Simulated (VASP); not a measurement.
A run of VASP 6.6.1 is set up as follows.

File INCAR:

```
SYSTEM = GaSb
PREC = Accurate ; ENCUT = 520
EDIFF = 1E-6 ; ISMEAR = -1
SIGMA = 0.05 ; LREAL = .False.
LASPH = .True. ; NELM = 60
ALGO = Normal ; ISIF = 2
LWAVE = .False. ; LCHARG = .False.
NBANDS = 16
```

Contents of KPOINTS:

```
Automatic mesh
0
Gamma
  8 8 8
  0 0 0
```

Contents of POSCAR:

```
GaSb
1.0
    0.0000000000      3.0792588685      3.0792588685
    3.0792588685      0.0000000000      3.0792588685
    3.0792588685      3.0792588685      0.0000000000
Sb Ga
1 1
Direct
    0.7500000000      0.7500000000      0.7500000000
    0.0000000000      0.0000000000      0.0000000000
```

Potentials or basis: VASP PAW LDA potentials, release 64 (Sb, Ga_d).

Command:

```console
$ cat potpaw_LDA.64/Sb/POTCAR potpaw_LDA.64/Ga_d/POTCAR > POTCAR
$ mpirun -np 1 vasp_std > vasp.out
```

Q: What does it give for the band gap on the k mesh?

A: Zero (filled and empty bands touch).

Q: Predict the pressure.

A: -2.5 GPa.

Caveat: spin-orbit coupling is left out, which moves the levels of the heavy elements.

**Experimental background.**

From a printed reference work, data compilation, for a bulk crystal of GaSb at 4.2 K: band gap 0.811 eV (direct).

Against the measured gap of GaSb, 0.811 eV (direct; 4.2 K; a printed reference work, data compilation), the calculated 0.00 eV is off by -0.81 eV. Spin-orbit coupling on Ga, Sb is left out. The value is that of LDA on a finite k mesh, which can miss the band edges, without temperature or zero-point motion. Semilocal functionals fall short of measured gaps as a rule.
